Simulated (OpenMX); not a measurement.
The system is HgTe (Coloradoite).

```
Hg Te
1.0
     0.00000    3.21450    3.21450
     3.21450    0.00000    3.21450
     3.21450    3.21450    0.00000
Hg Te
1 1
Cartesian
  0.0000 0.0000 0.0000
  4.8217 4.8217 4.8217
```

Base run:

```yaml
Program: OpenMX 3.8.5
Functional: PBE
Potentials_or_basis: OpenMX 2013 PBE set, Hg8.0-s3p2d2f2, Te7.0-s3p3d2f1, grid cutoff 500 Ry
k_mesh: 7 × 7 × 7
Occupations: fermi-dirac, width 0.05 eV
Spin: no spin polarisation
```

Its results: pressure 5.8 GPa.

Task: The run is repeated on the same cell with these changes: potentials or basis from OpenMX 2013 PBE set, Hg8.0-s3p2d2f2, Te7.0-s3p3d2f1, grid cutoff 500 Ry to OpenMX 2013 PBE set, Hg8.0-s3p2d2f1, Te7.0-s3p2d2f1, grid cutoff 500 Ry; k mesh from 7 × 7 × 7 to 5 × 5 × 5. What comes out?

Result: Pressure 6.8 GPa.

Caveats: the basis of atomic orbitals isn't converged, which shifts pressures, moduli and gaps.
